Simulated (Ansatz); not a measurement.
An input for Ansatz 0.2.0 (SnTe):

Contents of input.yaml:

```yaml
crystal:
  lattice:
    - [0.0, 3.15085, 3.15085]
    - [3.15085, 0.0, 3.15085]
    - [3.15085, 3.15085, 0.0]
  atoms:
    - { symbol: Te, spin: 0.5, position_ang: [3.15085, 3.15085, 3.15085] }
    - { symbol: Sn, position_ang: [0.0, 0.0, 0.0] }
hamiltonian:
  xc: lda
  pseudopotentials: { kind: nc, accuracy: standard }
  dispersion: rvv10
magnetization:
  spin_polarized: true
kpoints:
  mp_grid: { grid: [5, 5, 5] }
scf:
  occupations: { method: gaussian, width: 0.01 }
phonons:
  method: dfpt
  dielectric: true
  rigid_motions: translations
  qmesh: [2, 2, 2]
  temperatures: { t_max: 1000, t_step: 100 }
  qpath:
    path:
      - [[0.0, 0.0, 0.0], [0.5, 0.0, 0.5], [0.5, 0.25, 0.75], [0.375, 0.375, 0.75], [0.0, 0.0, 0.0], [0.5, 0.5, 0.5], [0.625, 0.25, 0.625], [0.5, 0.25, 0.75], [0.5, 0.5, 0.5], [0.375, 0.375, 0.75]]
      - [[0.625, 0.25, 0.625], [0.5, 0.0, 0.5]]
    npoints: 8
```

Potentials or basis: PseudoDojo standard.

The run is started by

```console
$ ansatz run input.yaml --threads 1 --pin off --max-ram 2560MiB --backend cpu --events-out ev --progress --plain --runs-dir out
```

Question: How does this run end?

Answer: The run stopped without a result. It printed:

Output:

```text
Error: inconsistent input (hamiltonian.dispersion, hamiltonian.xc): `dispersion: rvv10` has no canonical (b, C) pairing for the chosen semilocal exchange/correlation — only rPW86-x + PBE96-c (the original rVV10) and r²SCAN are tabulated
```
